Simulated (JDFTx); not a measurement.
The system is BN.

```
N B
1.0
     0.00000    1.81300    1.81300
     1.81300    0.00000    1.81300
     1.81300    1.81300    0.00000
N B
1 1
Cartesian
  0.9065 0.9065 0.9065
  0.0000 0.0000 0.0000
```

The cell is a database's computed one.

A run of JDFTx 1.7.0 (patched build) on this cell left the log below. Logs are shortened: lines on timing, memory, paths and dates and some standing lists are left out, and cuts for length are marked.

```text
*************** JDFTx 1.7.0 (patched build) ***************

Input parsed successfully to the following command list (including defaults):

basis kpoint-dependent
converge-empty-states yes
coords-type Lattice
core-overlap-check vector
coulomb-interaction Periodic
davidson-band-ratio 1.1
dump End Forces ElecDensity BandEigs EigStats Ecomponents Stress Kpoints
dump-name run.$VAR
elec-cutoff 42 336
elec-eigen-algo Davidson
elec-ex-corr lda-PW
elec-n-bands 9 1
elec-smearing Fermi 0.00183747
electronic-minimize  \
	dirUpdateScheme      FletcherReeves \
	linminMethod         DirUpdateRecommended \
	nIterations          30 \
	history              15 \
	knormThreshold       0 \
	maxThreshold         no \
	energyDiffThreshold  1e-07 \
	nEnergyDiff          2 \
	convergeAll          no \
	alphaTstart          1 \
	alphaTmin            1e-10 \
	updateTestStepSize   yes \
	alphaTreduceFactor   0.1 \
	alphaTincreaseFactor 3 \
	nAlphaAdjustMax      3 \
	wolfeEnergy          0.0001 \
	wolfeGradient        0.9 \
	abortOnFailedStep    no \
	fdTest               no
electronic-scf  \
	nIterations	100 \
	energyDiffThreshold	1e-09 \
	residualThreshold	1e-07 \
	mixFraction	0.5 \
	qMetric	0.8 \
	history	10 \
	nEigSteps	2 \
	eigDiffThreshold	1e-08 \
	mixedVariable	Density \
	qKerker	0.8 \
	qKappa	-1 \
	verbose	no \
	mixFractionMag	1.5
exchange-regularization WignerSeitzTruncated
fluid None
[... 169 lines left out ...]
Reciprocal space sum over 2197 terms with max indices [  6  6  6  ]

---------- Allocating electronic variables ----------
Initializing wave functions:  linear combination of atomic orbitals
Note: number of bands (9) exceeds available atomic orbitals (8)
N pseudo-atom occupations:   s ( 2 )  p ( 3 )
B pseudo-atom occupations:   s ( 2 )  p ( 1 )
	FillingsUpdate:  mu: +0.611995835  nElectrons: 8.000000
LCAOMinimize: Iter:   0  F: -12.8925037235735456  |grad|_K:  4.731e-03  alpha:  1.000e+00
	FillingsUpdate:  mu: +0.601352490  nElectrons: 8.000000
LCAOMinimize: Iter:   1  F: -12.9245815383851728  |grad|_K:  2.858e-04  alpha:  3.963e-01  linmin: -4.980e-01  cgtest:  6.815e-01
LCAOMinimize: Encountered beta<0, resetting CG.
[... 6 lines of inner loops ...]
LCAOMinimize: Iter:   4  F: -12.9247928498760167  |grad|_K:  6.835e-07  alpha:  4.744e-01  linmin:  3.693e-05  cgtest: -8.686e-05
	FillingsUpdate:  mu: +0.600415749  nElectrons: 8.000000
LCAOMinimize: Iter:   5  F: -12.9247928511630068  |grad|_K:  1.970e-08  alpha:  8.098e-01  linmin: -4.056e-04  cgtest:  2.315e-03
LCAOMinimize: Converged (|Delta F|<1.000000e-06 for 2 iters).

-------- Electronic minimization -----------
Will mix electronic density at each iteration.
	FillingsUpdate:  mu: +0.600415749  nElectrons: 8.000000
	FillingsUpdate:  mu: +0.509590310  nElectrons: 8.000000
SCF: Cycle:  0   F: -12.971020941081663   dF: -4.623e-02   |Residual|: 4.849e-02   |deigs|: 2.011e-01
	FillingsUpdate:  mu: +0.510775233  nElectrons: 8.000000
SCF: Cycle:  1   F: -12.971373725351064   dF: -3.528e-04   |Residual|: 2.438e-02   |deigs|: 1.140e-02
	FillingsUpdate:  mu: +0.512237919  nElectrons: 8.000000
SCF: Cycle:  2   F: -12.971445098923962   dF: -7.137e-05   |Residual|: 1.855e-03   |deigs|: 3.954e-03
	FillingsUpdate:  mu: +0.512317285  nElectrons: 8.000000
SCF: Cycle:  3   F: -12.971445401729721   dF: -3.028e-07   |Residual|: 9.408e-04   |deigs|: 3.983e-04
	FillingsUpdate:  mu: +0.512360356  nElectrons: 8.000000
SCF: Cycle:  4   F: -12.971445473409306   dF: -7.168e-08   |Residual|: 5.841e-05   |deigs|: 2.145e-04
	FillingsUpdate:  mu: +0.512362199  nElectrons: 8.000000
SCF: Cycle:  5   F: -12.971445482732033   dF: -9.323e-09   |Residual|: 3.027e-05   |deigs|: 1.424e-04
	FillingsUpdate:  mu: +0.512364386  nElectrons: 8.000000
SCF: Cycle:  6   F: -12.971445484946710   dF: -2.215e-09   |Residual|: 9.995e-06   |deigs|: 7.866e-05
	FillingsUpdate:  mu: +0.512364861  nElectrons: 8.000000
SCF: Cycle:  7   F: -12.971445485563766   dF: -6.171e-10   |Residual|: 1.349e-06   |deigs|: 6.228e-05
	FillingsUpdate:  mu: +0.512364811  nElectrons: 8.000000
SCF: Cycle:  8   F: -12.971445485682478   dF: -1.187e-10   |Residual|: 7.833e-07   |deigs|: 2.457e-05
SCF: Converged (|Delta E|<1.000000e-09 for 2 iters).

Setting wave functions to eigenvectors of Hamiltonian
Converging empty states (this may take a while): |deigs|: 3.926e-04

# Stress tensor in Cartesian coordinates [Eh/a0^3]:
[  0.000472408            0            0  ]
[            0  0.000472408            0  ]
[            0            0  0.000472408  ]

# Ionic positions in lattice coordinates:
ion N   0.250000000000000   0.250000000000000   0.250000000000000 1
ion B   0.000000000000000   0.000000000000000   0.000000000000000 1

# Forces in Cartesian coordinates:
force N  -0.000000000000000   0.000000000000000  -0.000000000000000 1
force B  -0.000000000000000   0.000000000000000  -0.000000000000000 1

# Energy components:
   Eewald =      -13.1304314008306182
       EH =        1.7813293689682310
     Eloc =       -5.9893006143345913
      Enl =       -1.1631511808888220
      Exc =       -4.3434952227770927
 Exc_core =        0.4538336348157645
       KE =        9.4197699293646515
-------------------------------------
     Etot =      -12.9714454856824766
       TS =        0.0000000000000013
-------------------------------------
        F =      -12.9714454856824783

IonicMinimize: Iter:   0  F: -12.971445485682478  |grad|_K:  2.074e-35
IonicMinimize: Converged (|grad|_K<1.000000e-04).

#--- Lowdin population analysis ---
# oxidation-state N -0.319
# oxidation-state B +0.344

Dumping 'run.eigStats' ...
	eMin: -0.337879 at state 0 ( [ +0.000000 +0.000000 +0.000000 ] spin 0 )
	HOMO: +0.395559 at state 0 ( [ +0.000000 +0.000000 +0.000000 ] spin 0 )
	mu  : +0.512365
	LUMO: +0.560209 at state 47 ( [ +0.000000 +0.461538 +0.461538 ] spin 0 )
	eMax: +1.288706 at state 0 ( [ +0.000000 +0.000000 +0.000000 ] spin 0 )
	HOMO-LUMO gap: +0.164650
	Optical gap  : +0.319794 at state 0 ( [ +0.000000 +0.000000 +0.000000 ] spin 0 )
Done!
[note: mu as printed may lie anywhere between the filled and the empty levels]
```

Problem. What input gives this log?

Solution. Single point with LDA, no spin polarisation. The files as run (others can give the same):

BN.in
```
lattice Face-Centered Cubic 6.8521507073
coords-type Lattice
ion N      0.2500000000     0.2500000000     0.2500000000 1
ion B      0.0000000000     0.0000000000     0.0000000000 1

ion-species pseudo/N.upf
ion-species pseudo/B.upf
elec-cutoff 42 336
elec-ex-corr lda-PW
kpoint-folding 13 13 13
elec-smearing Fermi 0.0018374661
elec-n-bands 9
electronic-SCF nIterations 100 energyDiffThreshold 1e-09
electronic-minimize nIterations 30 energyDiffThreshold 1e-7
converge-empty-states yes
forces-output-coords Cartesian

dump-name run.$VAR
dump End Ecomponents EigStats BandEigs Kpoints Forces Stress ElecDensity
```

Potentials or basis: PseudoDojo-SR-LDA-0.4.1-standard.
Command:
```bash
$ jdftx -c 1 -i BN.in -o BN.out
```

Caveat: an odd mesh through Γ misses points on the zone boundary, where band edges often lie.
